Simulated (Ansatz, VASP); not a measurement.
**MgSe in VASP and in Ansatz**

```xyz
2
Lattice="0.0000 2.7545 2.7545 2.7545 0.0000 2.7545 2.7545 2.7545 0.0000" Properties=species:S:1:pos:R:3 pbc="T T T"
Mg    0.0000    0.0000    0.0000
Se    2.7545    2.7545    2.7545
```

Alike in both runs: task relaxation of cell and atoms; functional PBE; k mesh 8 × 8 × 8; no spin polarisation.

|  | VASP | Ansatz |
| --- | --- | --- |
| version | VASP 6.6.1 | Ansatz 0.2.0 |
| potentials or method | VASP PAW PBE potentials, release 64 (Mg, Se) | scalar-relativistic, plane waves, PAW |
| plane-wave cutoff (eV) | 600 | 420 |
| occupations | gaussian, width 0.01 eV | fixed |
| valence electrons in the cell | 8 | 26 |

VASP gave:

| Property | Result |
| --- | --- |
| gap on the k mesh at the Fermi level, each at its own relaxed structure (eV) | 1.75 |
| relaxed volume (Å³/atom) | 20.85 |
| relaxed cell length with the largest relative difference (Å) | 3.892 |

Problem. What did Ansatz give for the same quantities?

Solution. gap on the k mesh at the Fermi level, each at its own relaxed structure (eV): 1.77; relaxed volume (Å³/atom): 20.89; relaxed cell length with the largest relative difference (Å): 3.895.

The two sets of potentials don't hold the same shells in valence.

A k mesh can miss the band edges.
